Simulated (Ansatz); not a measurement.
# ZnO (zincite) (P6_3mc) in Ansatz: settings compared

The runs below take ZnO (zincite) through single point, relaxation of cell and atoms, with PBE, RPBE, PBEsol+D3(BJ), PBEsol+D4.

All numbers are computed with Ansatz 0.2.0; they aren't measurements. Logs are shortened: lines on timing, memory, paths and dates and some standing lists are left out, and cuts for length are marked.

**What was measured.**

“Electronic structure of alkaline earth and post-transition metal oxides”, 2009, arxiv:0908.1581 quotes, for a bulk crystal of ZnO: band gap 3.37 eV.

The results are compared with them further down.

### Step 1. Starting point

It takes space group P6_3mc (No. 186, hexagonal). Conventional cell: a = 3.249 Å, b = 3.249 Å, c = 5.206 Å, α = 90.00°, β = 90.00°, γ = 120.00°. Zn (site symmetry 3m) has 4 O at 1.97 to 1.98 Å as nearest neighbours. Around O (site symmetry 3m) lie 4 Zn at 1.97 to 1.98 Å.

### Step 2. Single point, PBE

input.yaml reads:

```yaml
crystal:
  lattice:
    - [3.249308, 0.0, 0.0]
    - [-1.624654, 2.8139832727, 0.0]
    - [0.0, 0.0, 5.205709]
  atoms:
    - { symbol: Zn, position: [0.6666666667, 0.3333333333, 0.0] }
    - { symbol: Zn, position: [0.3333333333, 0.6666666667, 0.5] }
    - { symbol: O, position: [0.3333333333, 0.6666666667, 0.87901] }
    - { symbol: O, position: [0.6666666667, 0.3333333333, 0.37901] }
hamiltonian:
  xc: pbe
  pseudopotentials: { kind: paw }
kpoints:
  mp_grid: { grid: [9, 9, 5] }
scf:
  occupations: { method: gaussian, width: 0.011 }
output:
  forces: true
  stress: true
  eigenvalues: true
  write_density: true
  write_potential: true
  elf: true
  volumetric_format: npy
```

Potentials or basis: Ansatz PAW.

Launch:

```sh
ansatz run input.yaml --threads 2 --pin off --max-ram 5632MiB --backend cpu --events-out ev --progress --plain --runs-dir out
```

The program printed:

```text
Warning: RAYON_NUM_THREADS=2 ignored (pool sized by the plan → 2); use --threads N
Engine: ansatz 0.2.0, x86_64-unknown-linux-gnu
Pseudopotentials: kind: paw
Pseudopotential: Zn, paw, valence charge 12, recommended cutoff 420 eV (normal), Zn.paw.azcp
Pseudopotential: O, paw, valence charge 6, recommended cutoff 420 eV (normal), O.paw.azcp
Functional definition: PBE
  parameter kappa = 0.804
  parameter beta = 0.06672455060314922
  exchange = pbe_x(kappa = kappa, mu = beta*pi^2/3)
  correlation = pbe_c(beta = beta)
Crystal: 4 atoms, lattice volume = 47.598 Å³
Basis set: ecut = 420 eV, 941 PW (Γ), exchange–correlation on 48×48×72 points (8 copies of the dense FFT grid, shifted against one another)
Bands: 22, of which v1, the nominal top of the filled ones, is band 18 counted from 1 (17 counted from 0)
Symmetry: 12 space group operations
Space group: P63mc (ITA 186), of the structure as read, at distance tolerance 3.6e-5 Å
k-points: 36 of 405 (time reversal used)
Non-local potential: Zn, projectors of the file, l = 0: 2, l = 1: 2, l = 2: 3, l = 3: 1
Non-local potential: O, projectors of the file, l = 0: 2, l = 1: 2, l = 2: 1
PAW form: soft (Blöchl's): semilocal exchange-correlation on the pseudo side does not see the compensation charge
PAW one-centre angular grid: Zn, 590 points (default); XC on 64 Gauss nodes
PAW one-centre angular grid: O, 110 points (default); XC on 64 Gauss nodes
Initial density: superposition of atomic densities (neutral atoms: chi_scale 0, normalization atom), corrected by the library's trained network
Initial wavefunctions: pseudopotential atomic-orbital guess
Functional: x = pbe(κ = 0.804, μ = 0.2195149727645171), c = pbe(β = 0.06672455060314922)
SCF iter   1: F=—  HF=-7773.665034 eV  |F-HF|=—  |Δ(HF+E_count)|=         —  Δρ=6.59e-4  dr2=6.16e-5  ethr=1.77e-3  ⟨swp⟩=6.0  Hψ=3610  notcnv=0
preconditioner: auto → Resta (q_TF=auto, 2.604 Å⁻¹)  ε∞=7.5  [insulator: Δε(μ)=0.806 eV  Ē_g=12.691 eV  σ=0.011 eV  W_gap=1.00  n_scr=22 (ndim 8)  ℏωp=32.3 eV  f_vac=0.035  D(μ)=0.00/eV (n_scr^D=0)  ε∞_Penn≈7.5]
SCF iter   2: F=—  HF=-7773.666244 eV  |F-HF|=—  |Δ(HF+E_count)|=   1.21e-3  Δρ=4.12e-4  dr2=2.70e-5  ethr=1.71e-7  ⟨swp⟩=2.9  Hψ=2184  notcnv=0
SCF iter   3: F=—  HF=-7773.666320 eV  |F-HF|=—  |Δ(HF+E_count)|=   7.65e-5  Δρ=2.38e-4  dr2=1.18e-5  ethr=7.50e-8  ⟨swp⟩=2.0  Hψ=1368  notcnv=0
SCF iter   4: F=—  HF=-7773.666358 eV  |F-HF|=—  |Δ(HF+E_count)|=   3.76e-5  Δρ=1.06e-4  dr2=2.28e-6  ethr=3.27e-8  ⟨swp⟩=2.0  Hψ=1338  notcnv=0
SCF iter   5: F=—  HF=-7773.666366 eV  |F-HF|=—  |Δ(HF+E_count)|=   8.61e-6  Δρ=2.86e-5  dr2=2.10e-7  ethr=6.33e-9  ⟨swp⟩=2.0  Hψ=1380  notcnv=0
SCF iter   6: F=-7773.666367 eV  HF=-7773.666367 eV  |F-HF|=3.46e-8  |Δ(HF+E_count)|=   6.71e-7  Δρ=1.52e-5  dr2=7.98e-8  ethr=2.78e-10  ⟨swp⟩=9.1  Hψ=5991  notcnv=0
SCF 1 converged in 6 iterations: F = -7773.666367 eV  dr2 = 7.98e-8
SCF converged after 6 iterations
Free energy (F): -7773.666367 eV
Harris-Foulkes:  -7773.666367 eV  (|F-HF|=3.46e-8)
Internal energy: -7773.666367 eV  (E = F + TS)
E sigma→0 (E₀):  -7773.666367 eV
Fermi energy:    7.623995 eV
--- Per-component energies (eV) ---
  E_band       = 65.615260
  E_kinetic    = 611.974958
  E_local      = -4003.455498  (includes V_loc(G=0)·N_el)
  E_nonlocal   = 1335.429411
  E_hartree    = 1645.557068
  E_xc         = -420.048978
  E_vxc        = -289.987086  (∫ρ·V_xc dr)
  E_paw        = -3980.532826  (= ΣΔE_a)
  E_vpaw       = -879.460995  (= ΣTr[D̂ρ^β])
  E_aug_tail   = 0.004244  (compensation charges beyond the density's cutoff)
  E_ewald      = -2962.594745
  E_smearing   = -0.000000  (= −TS)
  E_closure    = 0.000000  (closes the sum)
  Σ components = -7773.666367   (vs F -7773.666367, Δ=0.00e0)
--- Forces (eV/Å), atoms counted from 1 ---
  atom   1  Zn     0.00000000     0.00000000    -0.06997552
  atom   2  Zn     0.00000000    -0.00000000    -0.06997552
  atom   3  O     -0.00000000     0.00000000     0.06994193
  atom   4  O      0.00000000    -0.00000000     0.06994193
  max |Σ_I F_I| component: 6.72e-5 eV/Å
--- Stress (GPa, compression-positive) ---
        4.347660       0.000000      -0.000000
       -0.000000       4.347660       0.000000
       -0.000000      -0.000000       6.050579
  P = ⅓ Tr σ = 4.9153 GPa (49.153 kbar)
--- Band table (eV; the first three rows and the last of 36) ---
  k-point 0: bands = ["-10.8513", "-10.1177", "1.5263", "1.5263", "1.5655", "1.6115", "1.7236", "1.7236", "2.6961", "2.6961", "2.9097", "2.9097", "3.1768", "6.4114", "6.4114", "7.1491", "7.2216", "7.2216", "8.0263", "12.4528", "15.4876", "20.0994"]
  k-point 1: bands = ["-10.7848", "-10.1914", "1.4520", "1.4933", "1.5363", "1.5363", "1.6948", "1.6948", "2.7241", "2.7241", "2.8980", "2.8980", "3.6141", "6.4384", "6.4903", "6.4903", "7.1457", "7.1457", "8.8639", "12.1200", "15.7887", "20.0909"]
  k-point 2: bands = ["-10.6071", "-10.3806", "1.3075", "1.3540", "1.5709", "1.5709", "1.6309", "1.6309", "2.7902", "2.7902", "2.8573", "2.8573", "4.5067", "5.4819", "6.6958", "6.6958", "6.9463", "6.9463", "10.0893", "11.2528", "16.6822", "18.1722"]
  k-point 35: bands = ["-9.9911", "-9.9911", "1.5246", "1.5246", "1.6454", "1.8476", "2.2872", "2.2872", "2.6870", "2.7239", "3.1932", "3.1932", "3.5445", "3.5445", "4.2449", "4.8439", "5.9328", "5.9328", "15.1701", "15.1834", "15.1834", "15.2940"]
```

rho_z.tsv:

```text
# z_ang	rho[e/angstrom^3]
# format = ansatz-planar-average/11
# lattice	3.249308000	0.000000000	0.000000000
# lattice	-1.624654000	2.813983273	0.000000000
# lattice	0.000000000	0.000000000	5.205709000
# sites	4
# site	30	1.624654000	0.937994424	0.000000000
# site	30	0.000000000	1.875988848	2.602854500
# site	8	0.000000000	1.875988848	4.575870268
# site	8	1.624654000	0.937994424	1.973015768
0.000000	1.930642e0
0.144603	1.554608e0
0.289206	9.318931e-1
0.433809	4.837974e-1
0.578412	2.665978e-1
0.723015	1.725331e-1
[... 28 lines left out ...]
4.916503	1.358368e0
5.061106	1.760879e0
```

It took 4.9 s on 2 threads of Intel Xeon at 2.50GHz (Skylake/Cascade Lake), shared host; peak memory 0.38 GiB.

What came out:

* Free energy: -7773.6664 eV
* Pressure: 4.9 GPa
* Largest force: 0.070 eV/Å
* Band gap on the k mesh: 0.80 eV, direct

Forces on the atoms (eV/Å):
```
Zn   0.000  0.000 -0.070
Zn   0.000  0.000 -0.070
O    0.000  0.000  0.070
O    0.000  0.000  0.070
```

Stress tensor (GPa, compression positive):
```
4.35 0.00 0.00
0.00 4.35 0.00
0.00 0.00 6.05
```

Levels at points of the mesh, in eV from the valence-band top:
| k point | band 15 | band 16 | band 17 | band 18 | band 19 | band 20 | band 21 | band 22 |
| --- | --- | --- | --- | --- | --- | --- | --- | --- |
| (0.00, 0.00, 0.00) | -0.81 | -0.07 | 0.00 | 0.00 | 0.80 | 5.23 | 8.27 | 12.88 |

Caveat: odd divisions of the mesh miss points on the zone boundary, where band edges often lie, so the gap on the mesh can be too wide; the pressure holds a Pulay correction of +0.7 GPa for the finite cutoff.

### Step 3. Relaxation of cell and atoms, PBE

input.yaml: that of step 2 with these lines changed.

```diff
@@ -16,3 +16,3 @@
 scf:
-  occupations: { method: gaussian, width: 0.011 }
+  occupations: { method: fermi_dirac, width: 0.05 }
 output:
@@ -20,6 +20,5 @@
   stress: true
-  eigenvalues: true
-  write_density: true
-  write_potential: true
-  elf: true
-  volumetric_format: npy
+relax:
+  f_tol: 0.01
+  max_steps: 40
+  cell: { stress_tol: 0.05 }
```

Potentials or basis: Ansatz PAW.

Launch:

```sh
ansatz run input.yaml --threads 2 --pin off --max-ram 5632MiB --backend cpu --events-out ev --progress --plain --runs-dir out
```

The program printed:

```text
Warning: RAYON_NUM_THREADS=2 ignored (pool sized by the plan → 2); use --threads N
Engine: ansatz 0.2.0, x86_64-unknown-linux-gnu
Pseudopotentials: kind: paw
Pseudopotential: Zn, paw, valence charge 12, recommended cutoff 420 eV (normal), Zn.paw.azcp
Pseudopotential: O, paw, valence charge 6, recommended cutoff 420 eV (normal), O.paw.azcp
Functional definition: PBE
  parameter kappa = 0.804
  parameter beta = 0.06672455060314922
  exchange = pbe_x(kappa = kappa, mu = beta*pi^2/3)
  correlation = pbe_c(beta = beta)
Crystal: 4 atoms, lattice volume = 47.598 Å³
Basis set: ecut = 420 eV, 941 PW (Γ), exchange–correlation on 48×48×72 points (8 copies of the dense FFT grid, shifted against one another)
Bands: 22, of which v1, the nominal top of the filled ones, is band 18 counted from 1 (17 counted from 0)
Symmetry: 12 space group operations
Space group: P63mc (ITA 186), of the structure as read, at distance tolerance 3.6e-5 Å
k-points: 36 of 405 (time reversal used)
Non-local potential: Zn, projectors of the file, l = 0: 2, l = 1: 2, l = 2: 3, l = 3: 1
Non-local potential: O, projectors of the file, l = 0: 2, l = 1: 2, l = 2: 1
PAW form: soft (Blöchl's): semilocal exchange-correlation on the pseudo side does not see the compensation charge
PAW one-centre angular grid: Zn, 590 points (default); XC on 64 Gauss nodes
PAW one-centre angular grid: O, 110 points (default); XC on 64 Gauss nodes
Initial density: superposition of atomic densities (neutral atoms: chi_scale 0, normalization atom), corrected by the library's trained network
Initial wavefunctions: pseudopotential atomic-orbital guess
Functional: x = pbe(κ = 0.804, μ = 0.2195149727645171), c = pbe(β = 0.06672455060314922)
SCF iter   1: F=—  HF=-7773.665049 eV  |F-HF|=—  |Δ(HF+E_count)|=         —  Δρ=6.58e-4  dr2=6.16e-5  ethr=1.77e-3  ⟨swp⟩=6.2  Hψ=3591  notcnv=0
preconditioner: auto → Resta (q_TF=auto, 2.604 Å⁻¹)  ε∞=7.5  [insulator: Δε(μ)=0.806 eV  Ē_g=12.691 eV  σ=0.050 eV  W_gap=1.00  n_scr=22 (ndim 8)  ℏωp=32.3 eV  f_vac=0.035  D(μ)=0.00/eV (n_scr^D=0)  ε∞_Penn≈7.5]
SCF iter   2: F=—  HF=-7773.666244 eV  |F-HF|=—  |Δ(HF+E_count)|=   1.20e-3  Δρ=4.11e-4  dr2=2.68e-5  ethr=1.71e-7  ⟨swp⟩=2.8  Hψ=2036  notcnv=0
SCF iter   3: F=—  HF=-7773.666321 eV  |F-HF|=—  |Δ(HF+E_count)|=   7.67e-5  Δρ=2.38e-4  dr2=1.18e-5  ethr=7.44e-8  ⟨swp⟩=2.0  Hψ=1366  notcnv=0
SCF iter   4: F=—  HF=-7773.666358 eV  |F-HF|=—  |Δ(HF+E_count)|=   3.74e-5  Δρ=1.06e-4  dr2=2.27e-6  ethr=3.27e-8  ⟨swp⟩=2.0  Hψ=1339  notcnv=0
SCF iter   5: F=—  HF=-7773.666367 eV  |F-HF|=—  |Δ(HF+E_count)|=   8.57e-6  Δρ=2.84e-5  dr2=2.08e-7  ethr=6.31e-9  ⟨swp⟩=2.0  Hψ=1381  notcnv=0
[... 79 lines left out ...]
SCF iter   6: F=—  HF=-7773.692981 eV  |F-HF|=—  |Δ(HF+E_count)|=   1.07e-9  Δρ=1.10e-6  dr2=4.95e-10  ethr=1.68e-12  ⟨swp⟩=2.0  Hψ=1412  notcnv=0
SCF iter   7: F=-7773.692981 eV  HF=-7773.692981 eV  |F-HF|=1.09e-11  |Δ(HF+E_count)|=  3.64e-12  Δρ=1.08e-7  dr2=3.90e-12  ethr=1.00e-12  ⟨swp⟩=3.1  Hψ=3653  notcnv=0
SCF 8 converged in 7 iterations: F = -7773.692981 eV  dr2 = 3.90e-12
relax step   8: F+E_penalty+E_count = -7773.69298096 eV  Δ(F+E_penalty+E_count) = -3.820e-4 eV  max|allowed force component| = 6.047e-4 eV/Å  Δτ_max = 0.0000 Å  P = +0.010 GPa  Ω = 49.301 Å³  stress off target by 1.94e-2 GPa  SCF on the basis re-selected at this cell (its energy is not comparable with the rows above)  (7 SCF iters)
basis re-selected at this cell: Δ(F+E_penalty+E_count) = -3.820e-4 eV, ΔP = +0.004 GPa vs the last step (what re-selecting the basis moved, of the pressure what is left beyond the Pulay correction that the steps carried, after the strain that the cell walked since its last selection, with what the two solves' SCF thresholds leave and, on support functions, any second-order correction that the steps lacked; it is no measure of the basis error at this ecutwfc). This SCF's stress stands 1.94e-2 GPa from its target on what of the cell is left free (relax.cell.stress_tol is 5.00e-2 GPa) and its largest allowed force component is 6.05e-4 eV/Å (relax.f_tol is 1.00e-2 eV/Å): within both
SCF converged after 7 iterations
Free energy (F): -7773.692981 eV
Harris-Foulkes:  -7773.692981 eV  (|F-HF|=1.09e-11)
Internal energy: -7773.692975 eV  (E = F + TS)
E sigma→0 (E₀):  -7773.692978 eV
Entropy (-TS):   -0.000006 eV (-0.002 meV/atom)
Fermi energy:    7.122619 eV
--- Per-component energies (eV) ---
  E_band       = 50.923769
  E_kinetic    = 610.040595
  E_local      = -4055.994615  (includes V_loc(G=0)·N_el)
  E_nonlocal   = 1335.262895
  E_hartree    = 1665.269465
  E_xc         = -419.300453
  E_vxc        = -288.962527  (∫ρ·V_xc dr)
  E_paw        = -3980.690126  (= ΣΔE_a)
  E_vpaw       = -879.965709  (= ΣTr[D̂ρ^β])
  E_aug_tail   = 0.004160  (compensation charges beyond the density's cutoff)
  E_ewald      = -2928.284895
  E_smearing   = -0.000006  (= −TS)
  E_closure    = -0.000000  (closes the sum)
  Σ components = -7773.692981   (vs F -7773.692981, Δ=0.00e0)
--- Forces (eV/Å), atoms counted from 1 ---
  atom   1  Zn     0.00000000    -0.00000000    -0.00060361
  atom   2  Zn     0.00000000     0.00000000    -0.00060361
  atom   3  O      0.00000000    -0.00000000     0.00060571
  atom   4  O      0.00000000     0.00000000     0.00060571
  max |Σ_I F_I| component: 4.20e-6 eV/Å
--- Stress (GPa, compression-positive) ---
        0.005349      -0.000000      -0.000000
        0.000000       0.005349       0.000000
       -0.000000       0.000000       0.019392
  P = ⅓ Tr σ = 0.0100 GPa (0.100 kbar)
--- Relaxed structure (6 steps of the walk, 6 accepted, 2 SCFs on fresh bases) ---
  F+E_penalty+E_count = -7773.69298096 eV   max|allowed force component| = 6.047e-4 eV/Å   (the final SCF, on the basis selected at the relaxed cell)
  cell:  # Å, volume = 49.3010 Å³
    - [3.2794693605518352, -3.6981610187931296e-33, 0.0]
    - [-1.6397346802759176, 2.8401037771705977, 1.358389774933715e-18]
    - [0.0, 2.5129438207606435e-18, 5.293195066694494]
  atoms:
    - { symbol: Zn, position: [0.6666666666666666, 0.33333333333333337, -3.612281010420576e-5] }
    - { symbol: Zn, position: [0.33333333333333337, 0.6666666666666667, 0.49996387718989577] }
    - { symbol: O, position: [0.33333333333333337, 0.6666666666666667, 0.8790461228101043] }
    - { symbol: O, position: [0.6666666666666666, 0.33333333333333337, 0.37904612281010425] }
```

Run time: 27 s. Hardware: 2 threads of Intel Xeon at 2.50GHz (Skylake/Cascade Lake), shared host; peak memory 0.39 GiB.

What came out:

```yaml
Free_energy: -7773.6930 eV
Relaxed_volume: 12.33 Å³/atom
Relaxed_cell: a = 3.279 Å, b = 3.279 Å, c = 5.293 Å, α = 90.00°, β = 90.00°, γ = 120.00°
Space_group_after_relaxing_to_0.05_Å: P6_3mc (No. 186)
Energy_gained_by_relaxing: 6.7 meV/atom
Ionic_steps: 8
Pressure_after_relaxing: 0.0 GPa
Band_gap_on_the_k_mesh: 0.74 eV
```

The path:
| step | energy change (eV) | largest force (eV/Å) | volume (Å³) |
| --- | --- | --- | --- |
| 1 | 0.0000 | 0.0700 | 47.60 |
| 2 | -0.0158 | 0.0442 | 48.45 |
| 3 | -0.0180 | 0.0233 | 49.17 |
| 4 | -0.0181 | 0.0104 | 49.18 |
| 5 | -0.0180 | 0.0002 | 49.21 |
| 6 | -0.0266 | 0.0004 | 49.21 |
| 7 | -0.0262 | 0.0007 | 49.30 |
| 8 | -0.0266 | 0.0006 | 49.30 |

Final structure:
```cif
data_structure
_symmetry_space_group_name_H-M 'P 1'
_symmetry_Int_Tables_number 1
_cell_length_a 3.2795
_cell_length_b 3.2795
_cell_length_c 5.2932
_cell_angle_alpha 90.000
_cell_angle_beta 90.000
_cell_angle_gamma 120.000
_cell_volume 49.30
loop_
_atom_site_label
_atom_site_type_symbol
_atom_site_fract_x
_atom_site_fract_y
_atom_site_fract_z
_atom_site_occupancy
Zn1 Zn 0.66667 0.33333 0.99996 1
Zn2 Zn 0.33333 0.66667 0.49996 1
O1 O 0.33333 0.66667 0.87905 1
O2 O 0.66667 0.33333 0.37905 1
```

Caveat: odd divisions of the mesh miss points on the zone boundary, where band edges often lie, so the gap on the mesh can be too wide; the plane-wave basis is chosen anew once the cell has moved, so the energies of steps on either side of that aren't comparable; the pressure holds a Pulay correction of +0.7 GPa for the finite cutoff.

[end of part 1 of 2]
